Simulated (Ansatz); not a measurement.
## BaS (rocksalt): the band gap by level of theory

From the experimental literature:
- lattice constant a: 6.387 Å (a; literature experiment; Literature value quoted for comparison; measurement temperature not given; quoted in “High temperature equilibrium of 3D and 2D chalcogenide perovskites”, 2022, arxiv:2212.01429)

The calculated numbers come from the plane-wave code Ansatz. The values are computed, non-magnetic.

Structure: BaS (rocksalt), at its r2SCAN minimum. Space group Fm-3m (No. 225), cubic; conventional cell a = 6.424 Å, 33.13 Å³ an atom. Ba has 6 S at 3.21 Å; S has 6 Ba at 3.21 Å.

```cif
data_structure
_symmetry_space_group_name_H-M 'Fm-3m'
_symmetry_Int_Tables_number 225
_cell_length_a 6.4236
_cell_length_b 6.4236
_cell_length_c 6.4236
_cell_angle_alpha 90.000
_cell_angle_beta 90.000
_cell_angle_gamma 90.000
_cell_volume 265.05
loop_
_atom_site_label
_atom_site_type_symbol
_atom_site_symmetry_multiplicity
_atom_site_Wyckoff_symbol
_atom_site_fract_x
_atom_site_fract_y
_atom_site_fract_z
_atom_site_occupancy
Ba1 Ba 4 a 0.00000 0.00000 0.00000 1
S1 S 4 b 0.50000 0.00000 0.00000 1
```

Relaxed lattice by functional, symmetry kept:
```tsv
functional	k mesh	a (Å)	volume (Å³/atom)
PBE	6×6×6	6.430	33.22
r2SCAN	6×6×6	6.424	33.13
```

On this one geometry the levels give:
```tsv
level	k mesh	gap (eV)	kind	edges	least direct gap (eV)	rough cost
PBE	8×8×8	2.23	indirect	Γ → X	2.35	4 core-seconds
PBE+SOC	8×8×8	2.19	indirect	Γ → X	2.27	17 core-seconds
r2SCAN	8×8×8	2.58	indirect	Γ → X	2.69	8 core-seconds
HSE06	6×6×6	3.14	indirect	Γ → X	3.28	2.6 core-minutes
PBE0	6×6×6	3.83	indirect	Γ → X	3.98	2.6 core-minutes
G0W0@PBE (197 empty bands, 120 eV, 4×4×4)	4×4×4	3.42	–	Γ → X (mesh)	–	40 core-seconds
```
PBE: smearing of 0.02 eV; the others have fixed occupations.
Wave cutoffs: 420 eV, 500 eV (r2SCAN).
The G0W0 gap is PBE's gap over the path plus the quasiparticle shift read on the mesh. G0W0 here is at a finite number of bands, screening cutoff and k mesh, not at the basis limit.
Costs come from shared machines and give only the order; PBE's includes the band path. The runs had 2 threads of Arm Neoverse V1, on a shared host.

The HSE06 gap is indirect, 3.14 eV (Γ to X), below the direct gap of 3.28 eV at X. Spin-orbit coupling changes the PBE gap by -0.044 eV, to 2.19 eV; at Γ the threefold valence level splits into a fourfold and a twofold level 0.14 eV apart, the fourfold one on top.

Set against the finite-basis gap of 3.42 eV from G0W0@PBE (197 empty bands, 120 eV, 4×4×4), the closest functional is HSE06, which differs by -0.28 eV. The others: PBE0 +0.41, r2SCAN -0.84, PBE -1.19 eV. The yardstick's own error is a tenth of an eV or more. r2SCAN covers 38 % of the step from PBE to HSE06. For gaps to 0.1 eV, spin-orbit coupling (up to 0.08 eV here) is at the margin. All these functionals give a gap of the same kind, indirect.

Calculation and measurement side by side:
- Lattice constant a, measured 6.387 Å: PBE 6.430 (+0.7 %), r2SCAN 6.424 (+0.6 %).
The calculated lattice is static; the measured one holds thermal expansion and zero-point motion. Reports marked as nanostructured, strained, doped, implanted or mixed samples were set aside.

Only the levels marked +SOC include spin-orbit coupling.
